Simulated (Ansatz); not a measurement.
## Cancellation of cutoff errors in Sn

Method: Ansatz, DFT PBEsol, scalar-relativistic, plane waves, PAW.

```yaml
crystal:
  lattice:
    - [-1.59075, 1.59075, 2.91565]
    - [1.59075, -1.59075, 2.91565]
    - [1.59075, 1.59075, -2.91565]
  atoms:
    - { symbol: Sn, position: [0.00000, 0.00000, 0.00000] }
```

* Γ-centred k-mesh: 18×18×18
* occupation rule: Gaussian smearing, 0.1 eV
* spin treatment: unpolarised

A second cell has all atoms moved and the lattice slightly strained:

```yaml
crystal:
  lattice:
    - [-1.66998, 1.60125, 2.94855]
    - [1.59300, -1.64019, 2.92779]
    - [1.64060, 1.61081, -2.96979]
  atoms:
    - { symbol: Sn, position: [0.01350, 0.00645, 0.03074] }
```

It ran on a 10×10×12 mesh, another than the first cell's, which shifts the difference by nearly the same amount at every cutoff. Both were run at several values of the cutoff; energies per atom at zero smearing, errors against the largest value (600 eV), which isn't proved converged itself.

```csv
cutoff,"error, first cell (meV)","error, second cell (meV)"
200 eV,4957.49,4959.87
250 eV,505.64,500.72
300 eV,34.22,34.07
350 eV,2.62,2.53
420 eV,0.85,0.82
```

Question: At the largest value the second cell lies 25.85 meV/atom above the first. What is the error of that difference at each value, and where does each quantity come within 1 meV/atom?

Answer: The error of the difference is the second cell's error less the first's:
| cutoff | difference (meV) | its error (meV) |
| --- | --- | --- |
| 200 eV | 28.23 | 2.38 |
| 250 eV | 20.92 | -4.93 |
| 300 eV | 25.70 | -0.14 |
| 350 eV | 25.75 | -0.10 |
| 420 eV | 25.82 | -0.03 |

The first cell's total energy stays within 1 meV/atom from 420 eV on, the difference from 300 eV on. Most of the error cancels, by a factor of about 103 in the median. A missing short wave mostly misdescribes the region near each nucleus, which both cells share; what doesn't cancel comes largely from the change of volume and bonding.

This form isn't the element's structure at ambient conditions.